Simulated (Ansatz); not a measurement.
# Si, 8 atoms: a single-point run with an active space on a GPU

Wanted: a converged self-consistent solution for Si in a cell of 8 atoms, followed by an active space; the run's time is noted too.

Method: run time, active space, PBE, PAW, in Ansatz 0.2 early development.

### 1 The system as given

Symmetry: Cm, No. 8, monoclinic system. Conventional cell: a = 7.681 Å, b = 7.681 Å, c = 5.431 Å, α = 90.00°, β = 90.00°, γ = 90.00°. Si (site symmetry m) has 4 Si at 2.31 to 2.37 Å as nearest neighbours. Si (site symmetry m) is surrounded by 4 Si at 2.31 to 2.35 Å. Around Si (site symmetry m) lie 4 Si at 2.35 Å. Around Si (site symmetry 1) lie 4 Si at 2.35 Å. Around Si (site symmetry 1) lie 4 Si at 2.35 to 2.37 Å.

The space group Cm holds at a tolerance of 0.01 Å; at 0.001 Å the coordinates give P1. Cell or atoms stand a little off a more symmetric structure (Fd-3m at a tolerance of 0.3 Å), so results at this geometry aren't those of that ideal crystal.

Structure file:

```
Si
1.0
     5.43100    0.00000    0.00000
     0.00000    5.43100    0.00000
     0.00000    0.00000    5.43100
Si
8
Cartesian
  0.0320 0.0192 0.0144
  1.3578 1.3578 1.3578
  0.0000 2.7155 2.7155
  1.3578 4.0732 4.0732
  2.7155 0.0000 2.7155
  4.0732 1.3578 4.0732
  2.7155 2.7155 0.0000
  4.0732 4.0732 1.3578
```

### 2 The run

Input file input.yaml:

```yaml
crystal:
  lattice:
    - [5.4310, 0.0000, 0.0000]
    - [0.0000, 5.4310, 0.0000]
    - [0.0000, 0.0000, 5.4310]
  atoms:
    - { symbol: Si, position: [0.00589210, 0.00353526, 0.00265145] }
    - { symbol: Si, position: [0.25000000, 0.25000000, 0.25000000] }
    - { symbol: Si, position: [0.00000000, 0.50000000, 0.50000000] }
    - { symbol: Si, position: [0.25000000, 0.75000000, 0.75000000] }
    - { symbol: Si, position: [0.50000000, 0.00000000, 0.50000000] }
    - { symbol: Si, position: [0.75000000, 0.25000000, 0.75000000] }
    - { symbol: Si, position: [0.50000000, 0.50000000, 0.00000000] }
    - { symbol: Si, position: [0.75000000, 0.75000000, 0.25000000] }
  symmetry: { detect: false }
kpoints: { mp_grid: { grid: [1, 1, 1], shift: [0.5, 0.5, 0.5] } }
hamiltonian: { xc: pbe, pseudopotentials: { kind: paw, source: ansatz } }
scf: { max_iter: 300, convergence: { dr2_threshold: 1.0e-9 eV }, occupations: { method: fixed } }
output: { active_space: { virtuals_per_pair: 4 } }
```

The run is started by

```console
ansatz run input --backend cuda --devices 1 --threads 11 --events-out ev
```

Before running it: what results should come out? Wanted: free energy; electrons solved for; SCF passes in all.

**Answer**, as computed:

```
                      quantity                                                                             value
time per pass of the first SCF                                                                           0.032 s
                   free energy                                                 -5075.6153 eV (-634.4519 eV/atom)
          electrons solved for                                                                                32
             SCF passes in all                                                                                10
                     wall time  3.9 s (1 × NVIDIA GB300 with 11 threads of Arm Neoverse V2 (Grace), shared host)
```

**Reading.** The largest share of the engine's clock (82 %) was the work after the first SCF (an active space). With sampling this coarse (it equals a supercell 5 Å thick at its thinnest) the numbers aren't converged for the crystal.
